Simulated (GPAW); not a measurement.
Set up this calculation in GPAW 26.7.0, as an ASE script.

| Quantity | Value |
| --- | --- |
| Task | single point |
| Functional | PBEsol |
| Potentials or basis | PAW data sets generated in the run's folder for this functional |
| Cutoff | 800 eV |
| Basis | pw |
| k mesh | 10 × 10 × 10 |
| Occupations | fermi-dirac, width 0.05 eV |
| Spin | no spin polarisation |
| Maxiter | 150 |

Crystal: HfC.

```
CELL_PARAMETERS angstrom
0.00000 2.32500 2.32500
2.32500 0.00000 2.32500
2.32500 2.32500 0.00000
ATOMIC_POSITIONS crystal
Hf 0.48872 0.50833 0.48842
C 0.99015 0.01910 0.99366
```

The cell isn't the ideal one: atoms moved at random, drawn with an rms of 0.05 Å.

One way to write it, as run:

run.py

```python
from ase import Atoms
from ase.dft.bandgap import bandgap
from ase.io import write
from ase.units import GPa
from gpaw import GPAW, PW, setup_paths

setup_paths.insert(0, '.')

atoms = Atoms(['Hf', 'C'],
              cell=[[0.0, 2.325, 2.325],
                    [2.325, 0.0, 2.325],
                    [2.325, 2.325, 0.0]],
              scaled_positions=[[0.488724, 0.508325, 0.488419],
                                [-0.009852, 0.0191, -0.006335]],
              pbc=True)

calc = GPAW(mode=PW(800),
            xc='PBEsol',
            kpts={'size': (10, 10, 10), 'gamma': True},
            occupations={'name': 'fermi-dirac', 'width': 0.05},
            nbands=18,
            convergence={'density': 1e-05, 'energy': 1e-05},
            maxiter=150,
            txt='gpaw.txt')
atoms.calc = calc
energy = atoms.get_potential_energy()
forces = atoms.get_forces()
stress = atoms.get_stress()
calc.write('gs.gpw')
write('result.traj', atoms)
print(f'Energy: {energy:.6f} eV')
print('Forces (eV/A):')
print(forces.round(4))
print('Stress (GPa):', (stress / GPa).round(3))
print('Fermi level:', round(calc.get_fermi_level(), 4), 'eV')
print(f'Gap: {bandgap(calc)[0]:.4f} eV, direct: {bandgap(calc, direct=True)[0]:.4f} eV')
```

Potentials or basis: PAW data sets generated in the run's folder for this functional, pw.

Command:

```bash
$ gpaw-setup -f PBEsol C Hf
$ OMP_NUM_THREADS=1 python run.py
```

Results of the run:

* Pressure: -5.1 GPa
* Largest force: 0.384 eV/Å
* Band gap on the k mesh: none (metal or under the smearing width)

It took 120 s on 1 thread of Intel(R) Xeon(R) 6975P-C (Granite Rapids), on a shared host, peak memory 0.48 GiB.
